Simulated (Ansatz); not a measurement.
# ZnS (F-43m), symmetry broken, then relaxed

The calculation used Ansatz 0.2.0, DFT r2SCAN, scalar-relativistic, plane waves, PAW. Cutoff 500 eV, Γ-centred 8×8×8 k-points, Gaussian smearing of 0.05 eV. No spin polarisation. Energies are free energies at this smearing, counted from the undisturbed cell; pressure is positive in compression.

Reference structure (relaxed at this level):

```xyz
2
Lattice="0.0000 2.6945 2.6945 2.6945 0.0000 2.6945 2.6945 2.6945 0.0000" Properties=species:S:1:pos:R:3 pbc="T T T"
Zn    0.0000    0.0000    0.0000
S     4.0418    4.0418    4.0418
```

The atoms are displaced (Å, in the unstrained cell):

| atom | ux | uy | uz |
| --- | --- | --- | --- |
| Zn1 | 0.128 | -0.082 | 0.199 |
| S2 | -0.128 | 0.082 | -0.199 |

Cell and atoms are then relaxed.

Problem. Does the relaxation return to the undisturbed structure?

Solution. Yes (up to a choice of domain or origin): same space group and volume, and an energy 0.0 meV/atom from it. The disturbance itself cost 691.4 meV/atom. The final space group reads F-43m (tolerance 0.05 Å) and the volume changes by 0.01 %.

Final structure:

```
Zn S
1.0
     0.00122    2.69293    2.69460
     2.69602    0.00021    2.69561
     2.69599    2.69391    0.00024
Zn S
1 1
Direct
  0.99960 0.00006 0.00016
  0.75040 0.74994 0.74984
```

The relaxation, step by step (energy from the first step; small jumps at an unchanged geometry come where the plane waves are selected anew for the new cell):

```tsv
step	ΔE (meV/atom)	largest force component (eV/Å)	pressure (GPa)
1	0.0	4.979	14.49
2	-536.1	1.680	2.05
3	-656.3	0.720	0.95
4	-691.4	0.008	0.00
5	-691.4	0.008	0.00
```

Frames along the relaxation (Å, eV/Å):

```xyz
2
Lattice="0.000 2.695 2.695 2.695 0.000 2.695 2.695 2.695 0.000" Properties=species:S:1:pos:R:3:forces:R:3 pbc="T T T" step=1
Zn    0.128   -0.082    0.199   -4.666    4.979   -4.400
S     3.914    4.124    3.843    4.666   -4.979    4.400
2
Lattice="0.003 2.732 2.703 2.712 0.020 2.686 2.734 2.737 -0.002" Properties=species:S:1:pos:R:3:forces:R:3 pbc="T T T" step=2
Zn    0.069   -0.039    0.111   -1.462    1.414   -1.680
S     4.018    4.156    3.929    1.462   -1.414    1.680
2
Lattice="0.025 2.667 2.686 2.716 -0.006 2.717 2.705 2.687 0.005" Properties=species:S:1:pos:R:3:forces:R:3 pbc="T T T" step=3
Zn    0.041   -0.036    0.048   -0.601    0.551   -0.720
S     4.043    4.047    4.009    0.601   -0.551    0.720
2
Lattice="0.001 2.693 2.695 2.696 0.000 2.696 2.696 2.694 0.000" Properties=species:S:1:pos:R:3:forces:R:3 pbc="T T T" step=4
Zn    0.001   -0.001   -0.001   -0.006    0.005    0.008
S     4.044    4.041    4.044    0.006   -0.005   -0.008
2
Lattice="0.001 2.693 2.695 2.696 0.000 2.696 2.696 2.694 0.000" Properties=species:S:1:pos:R:3:forces:R:3 pbc="T T T" step=5
Zn    0.001   -0.001   -0.001   -0.006    0.005    0.008
S     4.044    4.041    4.044    0.006   -0.005   -0.008
```